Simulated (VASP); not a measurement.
# Sb2S3 (Stibnite) (Pnma) in VASP: notebook, part 2 of 2

VASP 6.6.1. The steps go on from the part before.

### 3 Relaxation of cell and atoms, PBE

This run uses another cell than the first one, of 26.41 Å³/atom, 1.084 times its volume.

INCAR

```
ALGO = Normal ; EDIFF = 1E-7
EDIFFG = -0.005 ; ENCUT = 600
GGA = PE ; IBRION = 2
ISIF = 3 ; ISMEAR = 0
KPAR = 4 ; LASPH = True
LCHARG = False ; LREAL = False
LWAVE = False ; NELM = 80
NSW = 90 ; PREC = Accurate
SIGMA = 0.03
```

KPOINTS

```
k-points
0
Gamma
  4 8 4
```

POSCAR

```
Sb2S3                                   
1.0
   12.1475816469      0.0000000000      0.0000000000
    0.0000000000      3.8686786085     -0.0000000000
    0.0000000000      0.0000000000     11.2413700242
  Sb              S             
     8    12
Direct
     0.4655461741809728    0.2500000000000000    0.3281431320670624
     0.0344538258190270    0.7500000000000000    0.8281431320670625
     0.9655461741809731    0.2500000000000000    0.1718568679329376
     0.5344538258190269    0.7500000000000000    0.6718568679329375
     0.3594003251231456    0.7500000000000000    0.0333937381792543
     0.1405996748768543    0.2500000000000000    0.5333937381792544
     0.8594003251231457    0.7500000000000000    0.4666062618207458
     0.6405996748768543    0.2500000000000000    0.9666062618207456
     0.3009884288297950    0.2500000000000000    0.1876472552700258
     0.1990115711702048    0.7500000000000000    0.6876472552700260
     0.8009884288297953    0.2500000000000000    0.3123527447299742
     0.6990115711702047    0.7500000000000000    0.8123527447299740
     0.5452720525996180    0.7500000000000000    0.1248682457779008
     0.9547279474003820    0.2500000000000000    0.6248682457779006
     0.0452720525996179    0.7500000000000000    0.3751317542220993
     0.4547279474003821    0.2500000000000000    0.8751317542220994
     0.3757188367589133    0.7500000000000000    0.4427218017681085
     0.1242811632410865    0.2500000000000000    0.9427218017681086
     0.8757188367589136    0.7500000000000000    0.0572781982318915
     0.6242811632410864    0.2500000000000000    0.5572781982318914
```

Potentials or basis: VASP PAW PBE potentials, release 64 (Sb, S).

Command:

```sh
$ cat potpaw_PBE.64/Sb/POTCAR potpaw_PBE.64/S/POTCAR > POTCAR
$ mpirun -np 4 vasp_std > vasp.out
```

OUTCAR:

```text
EDIFF = 1E-7
   EDIFFG = -0.005
   ENCUT = 600
   GGA = PE
   IBRION = 2
   ISIF = 3
   ISMEAR = 0
   LASPH = True
   LREAL = False
   NELM = 80
   NSW = 90
   PREC = Accurate

 ion  position               nearest neighbor table
   1  0.466  0.250  0.328-   9 2.55  17 2.57  17 2.57  13 3.15  13 3.15  20 3.22
   2  0.034  0.750  0.828-  10 2.55  18 2.57  18 2.57  14 3.15  14 3.15  19 3.22
   3  0.966  0.250  0.172-  11 2.55  19 2.57  19 2.57  15 3.15  15 3.15  18 3.22
   4  0.534  0.750  0.672-  12 2.55  20 2.57  20 2.57  16 3.15  16 3.15  17 3.22
   5  0.359  0.750  0.033-  13 2.48   9 2.69   9 2.69  16 2.87  16 2.87
   6  0.141  0.250  0.533-  14 2.48  10 2.69  10 2.69  15 2.87  15 2.87
   7  0.859  0.750  0.467-  15 2.48  11 2.69  11 2.69  14 2.87  14 2.87
   8  0.641  0.250  0.967-  16 2.48  12 2.69  12 2.69  13 2.87  13 2.87
   9  0.301  0.250  0.188-   1 2.55   5 2.69   5 2.69
  10  0.199  0.750  0.688-   2 2.55   6 2.69   6 2.69
  11  0.801  0.250  0.312-   3 2.55   7 2.69   7 2.69
  12  0.699  0.750  0.812-   4 2.55   8 2.69   8 2.69
[... 465 lines left out ...]
 cond. band min:       5.6149496467   @ k =   0.0000   0.0000   0.5000
 fundamental gap:      1.3159178180
 Fermi energy:         4.4349984578

 k-point     1 :       0.0000    0.0000    0.0000
  band No.  band energies     occupation
      1      -9.6345      2.00000
      2      -9.4835      2.00000
      3      -8.9970      2.00000
      4      -8.8926      2.00000
      5      -8.7000      2.00000
      6      -8.5859      2.00000
[... 1669 lines left out ...]
     66       7.4814      0.00000
     67       7.7068      0.00000

 [... further k-points ...]

------------------------ aborting loop because EDIFF is reached ----------------------------------------

  FORCE on cell =-STRESS in cart. coord.  units (eV):
  Direction    XX          YY          ZZ          XY          YZ          ZX
  --------------------------------------------------------------------------------------
  -------------------------------------------------------------------------------------
  Total        0.0278537     -0.0128870     -0.0131834      0.0000000      0.0000000      0.0000000
  in kB        0.0844238     -0.0390602     -0.0399586      0.0000000      0.0000000      0.0000000
  external PRESSURE =       0.0018017 kB  Pullay stress =       0.0000000 kB
[... 35 lines left out ...]
  FREE ENERGIE OF THE ION-ELECTRON SYSTEM (eV)
  ---------------------------------------------------
  free  energy   TOTEN  =       -87.7874515547 eV

  energy  without entropy=      -87.7874515547  energy(sigma->0) =      -87.78745155

 reached required accuracy - stopping structural energy minimisation
```

It took 39 min on 4 MPI ranks of Intel Xeon Platinum 8488C (Sapphire Rapids), shared host; peak memory 1.6 GiB.

What came out:

| Quantity | Value |
| --- | --- |
| Free energy | -87.7875 eV |
| Relaxed volume | 26.43 Å³/atom |
| Relaxed cell | a = 12.150 Å, b = 3.870 Å, c = 11.243 Å, α = 90.00°, β = 90.00°, γ = 90.00° |
| Space group after relaxing (to 0.05 Å) | Pnma (No. 62) |
| Energy gained by relaxing | 0.0 meV/atom |
| Ionic steps | 5 |
| Pressure after relaxing | 0.0 GPa |
| Largest force after relaxing | 0.003 eV/Å |
| Band gap on the k mesh | 1.32 eV, indirect (least direct gap 1.35 eV) |

Forces in eV/Å, atoms in the order of the input:
```
Sb  -0.003  0.000  0.000
Sb   0.003  0.000  0.000
Sb  -0.003  0.000  0.000
Sb   0.003  0.000  0.000
Sb   0.001  0.000 -0.003
Sb  -0.001  0.000 -0.003
Sb   0.001  0.000  0.003
Sb  -0.001  0.000  0.003
S    0.001  0.000  0.000
S   -0.001  0.000  0.000
S    0.001  0.000  0.000
S   -0.001  0.000  0.000
S   -0.002  0.000 -0.001
S    0.002  0.000 -0.001
S   -0.002  0.000  0.001
S    0.002  0.000  0.001
S    0.003  0.000  0.002
S   -0.003  0.000  0.002
S    0.003  0.000 -0.002
S   -0.003  0.000 -0.002
```

Final structure:
```yaml
crystal:
  lattice:
    - [12.14984, 0.00000, 0.00000]
    - [0.00000, 3.86959, 0.00000]
    - [0.00000, 0.00000, 11.24328]
  atoms:
    - { symbol: Sb, position: [0.46555, 0.25000, 0.32812] }
    - { symbol: Sb, position: [0.03445, 0.75000, 0.82812] }
    - { symbol: Sb, position: [0.96555, 0.25000, 0.17188] }
    - { symbol: Sb, position: [0.53445, 0.75000, 0.67188] }
    - { symbol: Sb, position: [0.35943, 0.75000, 0.03335] }
    - { symbol: Sb, position: [0.14057, 0.25000, 0.53335] }
    - { symbol: Sb, position: [0.85943, 0.75000, 0.46665] }
    - { symbol: Sb, position: [0.64057, 0.25000, 0.96665] }
    - { symbol: S, position: [0.30098, 0.25000, 0.18767] }
    - { symbol: S, position: [0.19902, 0.75000, 0.68767] }
    - { symbol: S, position: [0.80098, 0.25000, 0.31233] }
    - { symbol: S, position: [0.69902, 0.75000, 0.81233] }
    - { symbol: S, position: [0.54525, 0.75000, 0.12486] }
    - { symbol: S, position: [0.95475, 0.25000, 0.62486] }
    - { symbol: S, position: [0.04525, 0.75000, 0.37514] }
    - { symbol: S, position: [0.45475, 0.25000, 0.87514] }
    - { symbol: S, position: [0.37572, 0.75000, 0.44276] }
    - { symbol: S, position: [0.12428, 0.25000, 0.94276] }
    - { symbol: S, position: [0.87572, 0.75000, 0.05724] }
    - { symbol: S, position: [0.62428, 0.25000, 0.55724] }
```

Caveat: spin-orbit coupling is left out, which moves the levels of the heavy elements. A k mesh can miss the band edges.

### 4 Relaxation of cell and atoms, PBEsol

INCAR

```
SYSTEM = Sb2S3
PREC     = Accurate       ! precision mode
ENCUT    = 600            ! plane-wave cutoff, eV
EDIFF    = 1E-6           ! SCF threshold, eV
ISMEAR   = 0              ! smearing method
SIGMA    = 0.03           ! smearing width, eV
LREAL    = .False.        ! projectors in reciprocal space
LASPH    = .True.         ! aspherical terms in the spheres
NELM     = 80             ! most SCF steps
ALGO     = Normal         ! electronic algorithm
ISIF     = 3              ! what is computed and relaxed
LWAVE    = .False.        ! write WAVECAR
LCHARG   = .False.        ! write CHGCAR
GGA      = PS             ! functional
IBRION   = 2              ! ionic algorithm
NSW      = 90             ! ionic steps
EDIFFG   = -0.01          ! ionic threshold
KPAR     = 4
```

KPOINTS

```
regular mesh
0
Gamma
  4 8 4
  0 0 0
```

POSCAR

```
Sb2S3
1.0
   11.3110000000      0.0000000000      0.0000000000
    0.0000000000      3.8389000000      0.0000000000
    0.0000000000      0.0000000000     11.2230000000
Sb S
8 12
Direct
    0.4706100000      0.2500000000      0.3259500000
    0.0293900000      0.7500000000      0.8259500000
    0.9706100000      0.2500000000      0.1740500000
    0.5293900000      0.7500000000      0.6740500000
    0.3505900000      0.7500000000      0.0360200000
    0.1494100000      0.2500000000      0.5360200000
    0.8505900000      0.7500000000      0.4639800000
    0.6494100000      0.2500000000      0.9639800000
    0.2921400000      0.2500000000      0.1918100000
    0.2078600000      0.7500000000      0.6918100000
    0.7921400000      0.2500000000      0.3081900000
    0.7078600000      0.7500000000      0.8081900000
    0.5498000000      0.7500000000      0.1230000000
    0.9502000000      0.2500000000      0.6230000000
    0.0498000000      0.7500000000      0.3770000000
    0.4502000000      0.2500000000      0.8770000000
    0.3751000000      0.7500000000      0.4389000000
    0.1249000000      0.2500000000      0.9389000000
    0.8751000000      0.7500000000      0.0611000000
    0.6249000000      0.2500000000      0.5611000000
```

Command:

```sh
$ cat potpaw_PBE.64/Sb/POTCAR potpaw_PBE.64/S/POTCAR > POTCAR
$ mpirun -np 4 vasp_std > vasp.out
```

It took 1.8 h on 4 MPI ranks of Intel Xeon Platinum 8259CL at 2.50GHz (Skylake/Cascade Lake), shared host; peak memory 1.5 GiB.

It converged, with:

- Free energy: -94.9083 eV
- Relaxed volume: 23.59 Å³/atom
- Relaxed cell: a = 11.285 Å, b = 3.830 Å, c = 10.918 Å, α = 90.00°, β = 90.00°, γ = 90.00°
- Space group after relaxing (to 0.05 Å): Pnma (No. 62)
- Energy gained by relaxing: 5.4 meV/atom
- Ionic steps: 15
- Pressure after relaxing: 0.0 GPa
- Largest force after relaxing: 0.008 eV/Å
- Band gap on the k mesh: 1.18 eV, indirect (least direct gap 1.19 eV)

Forces on the atoms (eV/Å):
```
Sb   0.002  0.000  0.007
Sb  -0.002  0.000  0.007
Sb   0.002  0.000 -0.007
Sb  -0.002  0.000 -0.007
Sb  -0.002  0.000 -0.003
Sb   0.002  0.000 -0.003
Sb  -0.002  0.000  0.003
Sb   0.002  0.000  0.003
S   -0.006  0.000 -0.001
S    0.006  0.000 -0.001
S   -0.006  0.000  0.001
S    0.006  0.000  0.001
S    0.003  0.000 -0.007
S   -0.003  0.000 -0.007
S    0.003  0.000  0.007
S   -0.003  0.000  0.007
S    0.007  0.000 -0.004
S   -0.007  0.000 -0.004
S    0.007  0.000  0.004
S   -0.007  0.000  0.004
```

The path:
```
step  energy change (eV)  largest force (eV/Å)  pressure (GPa)  volume (Å³)
   1              0.0000                0.2717           -0.32       487.32
   2             -0.0489                0.1533           -0.30       483.86
   3             -0.0594                0.1583           -0.25       481.32
   4             -0.0800                0.1252            0.11       476.82
   5             -0.0827                0.1729            0.31       474.48
   6             -0.0958                0.1301           -0.19       474.88
   7             -0.0960                0.1329           -0.26       474.94
   8             -0.1049                0.0590            0.00       471.95
   9             -0.1050                0.0605            0.04       471.56
  10             -0.1067                0.0418            0.00       471.70
  11             -0.1074                0.0306           -0.03       471.85
  12             -0.1080                0.0223            0.06       471.39
  13             -0.1080                0.0248            0.07       471.32
  14             -0.1083                0.0113            0.01       471.64
  15             -0.1084                0.0080           -0.02       471.83
```

Final structure:
```cif
data_structure
_symmetry_space_group_name_H-M 'P 1'
_symmetry_Int_Tables_number 1
_cell_length_a 11.2845
_cell_length_b 3.8296
_cell_length_c 10.9182
_cell_angle_alpha 90.000
_cell_angle_beta 90.000
_cell_angle_gamma 90.000
_cell_volume 471.83
loop_
_atom_site_label
_atom_site_type_symbol
_atom_site_fract_x
_atom_site_fract_y
_atom_site_fract_z
_atom_site_occupancy
Sb1 Sb 0.47545 0.25000 0.32591 1
Sb2 Sb 0.02455 0.75000 0.82591 1
Sb3 Sb 0.97545 0.25000 0.17409 1
Sb4 Sb 0.52455 0.75000 0.67409 1
Sb5 Sb 0.34725 0.75000 0.03232 1
Sb6 Sb 0.15275 0.25000 0.53232 1
Sb7 Sb 0.84725 0.75000 0.46768 1
Sb8 Sb 0.65275 0.25000 0.96768 1
S1 S 0.29022 0.25000 0.19145 1
S2 S 0.20978 0.75000 0.69145 1
S3 S 0.79022 0.25000 0.30855 1
S4 S 0.70978 0.75000 0.80855 1
S5 S 0.54852 0.75000 0.12699 1
S6 S 0.95148 0.25000 0.62699 1
S7 S 0.04852 0.75000 0.37301 1
S8 S 0.45148 0.25000 0.87301 1
S9 S 0.37405 0.75000 0.44244 1
S10 S 0.12595 0.25000 0.94244 1
S11 S 0.87405 0.75000 0.05756 1
S12 S 0.62595 0.25000 0.55756 1
```

Levels at points of the mesh, in eV from the valence-band top:
```csv
k point,band 54,band 55,band 56,band 57,band 58,band 59
"(0.00, 0.00, 0.00)",-0.22,-0.17,0.00,1.24,1.47,1.51
"(0.50, 0.00, 0.00)",-0.18,-0.04,-0.04,1.44,1.44,1.71
"(0.00, 0.50, 0.00)",-0.68,-0.12,-0.12,1.90,1.90,2.17
"(0.50, 0.50, 0.00)",-0.41,-0.41,-0.41,2.13,2.13,2.13
"(0.00, 0.00, 0.50)",-0.19,-0.13,-0.13,1.20,1.20,2.02
"(0.50, 0.00, 0.50)",-0.37,-0.32,-0.32,1.27,1.27,2.02
"(0.00, 0.50, 0.50)",-0.83,-0.52,-0.52,1.71,1.71,1.89
"(0.50, 0.50, 0.50)",-0.86,-0.86,-0.86,1.93,1.93,1.93
```

Caveat: the PAW data sets were made with another functional, which shifts forces and pressure a little; spin-orbit coupling is left out, which moves the levels of the heavy elements.

### 5 Relaxation of cell and atoms, PBEsol

This run uses another cell than the first one, of 23.59 Å³/atom, 0.968 times its volume.

INCAR, as its differences from that of step 4:

```diff
@@ -3,3 +3,3 @@
 ENCUT    = 600            ! plane-wave cutoff, eV
-EDIFF    = 1E-6           ! SCF threshold, eV
+EDIFF    = 1E-7           ! SCF threshold, eV
 ISMEAR   = 0              ! smearing method
@@ -16,3 +16,3 @@
 NSW      = 90             ! ionic steps
-EDIFFG   = -0.01          ! ionic threshold
+EDIFFG   = -0.005         ! ionic threshold
 KPAR     = 4
```

KPOINTS is that of step 4.

POSCAR

```
Sb2S3                                   
1.0
   11.2845302505      0.0000000000      0.0000000000
    0.0000000000      3.8296211848     -0.0000000000
    0.0000000000      0.0000000000     10.9181765812
  Sb              S             
     8    12
Direct
     0.4754480270530917    0.2500000000000000    0.3259066345295590
     0.0245519729469084    0.7500000000000000    0.8259066345295589
     0.9754480270530915    0.2500000000000000    0.1740933654704409
     0.5245519729469085    0.7500000000000000    0.6740933654704411
     0.3472530305224796    0.7500000000000000    0.0323188462884754
     0.1527469694775205    0.2500000000000000    0.5323188462884756
     0.8472530305224798    0.7500000000000000    0.4676811537115246
     0.6527469694775202    0.2500000000000000    0.9676811537115244
     0.2902209770542434    0.2500000000000000    0.1914533680415848
     0.2097790229457566    0.7500000000000000    0.6914533680415849
     0.7902209770542434    0.2500000000000000    0.3085466319584153
     0.7097790229457566    0.7500000000000000    0.8085466319584151
     0.5485236468141897    0.7500000000000000    0.1269945425250395
     0.9514763531858103    0.2500000000000000    0.6269945425250394
     0.0485236468141896    0.7500000000000000    0.3730054574749607
     0.4514763531858105    0.2500000000000000    0.8730054574749606
     0.3740520404000272    0.7500000000000000    0.4424432100780676
     0.1259479595999728    0.2500000000000000    0.9424432100780676
     0.8740520404000270    0.7500000000000000    0.0575567899219324
     0.6259479595999730    0.2500000000000000    0.5575567899219324
```

Command:

```sh
$ cat potpaw_PBE.64/Sb/POTCAR potpaw_PBE.64/S/POTCAR > POTCAR
$ mpirun -np 4 vasp_std > vasp.out
```

Wall time 32 min (4 MPI ranks of Intel Xeon Platinum 8259CL at 2.50GHz (Skylake/Cascade Lake), shared host); peak memory 1.4 GiB.

The run converged. Its results:

```yaml
Free_energy: -94.9077 eV
Relaxed_volume: 23.58 Å³/atom
Relaxed_cell: a = 11.285 Å, b = 3.828 Å, c = 10.916 Å, α = 90.00°, β = 90.00°, γ = 90.00°
Space_group_after_relaxing_to_0.05_Å: Pnma (No. 62)
Energy_gained_by_relaxing: 0.0 meV/atom
Ionic_steps: 4
Pressure_after_relaxing: 0.0 GPa
Largest_force_after_relaxing: 0.004 eV/Å
Band_gap_on_the_k_mesh: 1.18 eV, indirect (least direct gap 1.19 eV)
```

Forces on the atoms (eV/Å):
```
Sb   0.002  0.000 -0.002
Sb  -0.002  0.000 -0.002
Sb   0.002  0.000  0.002
Sb  -0.002  0.000  0.002
Sb  -0.001  0.000 -0.001
Sb   0.001  0.000 -0.001
Sb  -0.001  0.000  0.001
Sb   0.001  0.000  0.001
S   -0.001  0.000  0.003
S    0.001  0.000  0.003
S   -0.001  0.000 -0.003
S    0.001  0.000 -0.003
S   -0.001  0.000 -0.003
S    0.001  0.000 -0.003
S   -0.001  0.000  0.003
S    0.001  0.000  0.003
S    0.002  0.000  0.002
S   -0.002  0.000  0.002
S    0.002  0.000 -0.002
S   -0.002  0.000 -0.002
```

Final structure:
```yaml
crystal:
  lattice:
    - [11.28518, 0.00000, 0.00000]
    - [0.00000, 3.82837, 0.00000]
    - [0.00000, 0.00000, 10.91620]
  atoms:
    - { symbol: Sb, position: [0.47548, 0.25000, 0.32595] }
    - { symbol: Sb, position: [0.02452, 0.75000, 0.82595] }
    - { symbol: Sb, position: [0.97548, 0.25000, 0.17405] }
    - { symbol: Sb, position: [0.52452, 0.75000, 0.67405] }
    - { symbol: Sb, position: [0.34723, 0.75000, 0.03229] }
    - { symbol: Sb, position: [0.15277, 0.25000, 0.53229] }
    - { symbol: Sb, position: [0.84723, 0.75000, 0.46771] }
    - { symbol: Sb, position: [0.65277, 0.25000, 0.96771] }
    - { symbol: S, position: [0.29017, 0.25000, 0.19146] }
    - { symbol: S, position: [0.20983, 0.75000, 0.69146] }
    - { symbol: S, position: [0.79017, 0.25000, 0.30854] }
    - { symbol: S, position: [0.70983, 0.75000, 0.80854] }
    - { symbol: S, position: [0.54855, 0.75000, 0.12694] }
    - { symbol: S, position: [0.95145, 0.25000, 0.62694] }
    - { symbol: S, position: [0.04855, 0.75000, 0.37306] }
    - { symbol: S, position: [0.45145, 0.25000, 0.87306] }
    - { symbol: S, position: [0.37409, 0.75000, 0.44243] }
    - { symbol: S, position: [0.12591, 0.25000, 0.94243] }
    - { symbol: S, position: [0.87409, 0.75000, 0.05757] }
    - { symbol: S, position: [0.62591, 0.25000, 0.55757] }
```

Levels at points of the mesh, in eV from the valence-band top:
| k point | band 52 | band 53 | band 54 | band 55 | band 56 | band 57 | band 58 | band 59 | band 60 | band 61 |
| --- | --- | --- | --- | --- | --- | --- | --- | --- | --- | --- |
| (0.00, 0.00, 0.00) | -0.40 | -0.28 | -0.22 | -0.17 | 0.00 | 1.23 | 1.47 | 1.51 | 1.82 | 2.09 |
| (0.50, 0.00, 0.00) | -0.63 | -0.18 | -0.18 | -0.04 | -0.04 | 1.44 | 1.44 | 1.71 | 1.71 | 1.97 |
| (0.00, 0.50, 0.00) | -1.13 | -0.69 | -0.69 | -0.12 | -0.12 | 1.90 | 1.90 | 2.16 | 2.16 | 2.30 |
| (0.50, 0.50, 0.00) | -1.34 | -0.41 | -0.41 | -0.41 | -0.41 | 2.13 | 2.13 | 2.13 | 2.13 | 2.51 |
| (0.00, 0.00, 0.50) | -0.66 | -0.19 | -0.19 | -0.13 | -0.13 | 1.20 | 1.20 | 2.02 | 2.02 | 2.24 |
| (0.50, 0.00, 0.50) | -0.66 | -0.37 | -0.37 | -0.32 | -0.32 | 1.27 | 1.27 | 2.02 | 2.02 | 2.14 |
| (0.00, 0.50, 0.50) | -1.25 | -0.83 | -0.83 | -0.52 | -0.52 | 1.71 | 1.71 | 1.89 | 1.89 | 2.97 |
| (0.50, 0.50, 0.50) | -1.18 | -0.86 | -0.86 | -0.86 | -0.86 | 1.93 | 1.93 | 1.93 | 1.93 | 2.56 |

Caveat: the PAW data sets were made with another functional, which shifts forces and pressure a little; spin-orbit coupling is left out, which moves the levels of the heavy elements.
